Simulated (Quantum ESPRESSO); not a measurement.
BaTiO3: electronic dielectric constant by level of theory

Space group P4mm (No. 99). a = 4.000 Å, b = 4.000 Å, c = 4.018 Å, α = 90.00°, β = 90.00°, γ = 90.00°
| atom | site | symmetry | x | y | z |
| --- | --- | --- | --- | --- | --- |
| Ba | 1a | 4mm | 0.0000 | 0.0000 | 0.0000 |
| Ti | 1b | 4mm | 0.5000 | 0.5000 | 0.4900 |
| O | 2c | 2mm. | 0.0000 | 0.5000 | 0.5170 |
| O | 1b | 4mm | 0.5000 | 0.5000 | 0.0190 |

```csv
rung,level,program and potentials,cutoff (eV),k mesh,core time,chip,electronic dielectric constant,miss,notes
GGA,BLYP,"Quantum ESPRESSO, GBRV 1.5 PBE",612,"6 × 6 × 6, shifted",8.6 min,Arm Neoverse V2,(a),?,potentials made for PBE
GGA,PBE,"Quantum ESPRESSO, GBRV 1.5 PBE",612,"6 × 6 × 6, shifted",8.7 min,Arm Neoverse V2,6.40,+20.8 %,-
LDA,LDA,"Quantum ESPRESSO, GBRV 1.5 LDA",612,"6 × 6 × 6, shifted",8.7 min,Arm Neoverse V2,6.51,+22.8 %,-
GGA,WC,"Quantum ESPRESSO, GBRV 1.5 PBE",612,"6 × 6 × 6, shifted",8.7 min,Arm Neoverse V2,6.48,+22.3 %,potentials made for PBE
GGA,PBEsol,"Quantum ESPRESSO, GBRV 1.5 PBEsol",612,"6 × 6 × 6, shifted",8.8 min,Arm Neoverse V2,6.48,+22.3 %,-
```

Times are single runs on shared hosts, so they are rough; meshes, cutoffs and the tasks' sizes weigh on the time. Task: dielectric tensor. All rows: no spin polarisation. The cell comes from a database and isn't always the measured one. All levels ran on this one cell, unrelaxed unless noted. Meshes are those of the run's cell of 5 atoms unless a note names another. Misses use the values as printed. Runs on faulty files, with rough fits or with known faults for this quantity aren't shown. No row holds spin-orbit coupling.

Measured: 5.3 (arxiv:1309.1245). The runs are for a static lattice.

Problem. Estimate the value left out from the other rows.

Solution. (a) 6.30, miss +18.9 %.
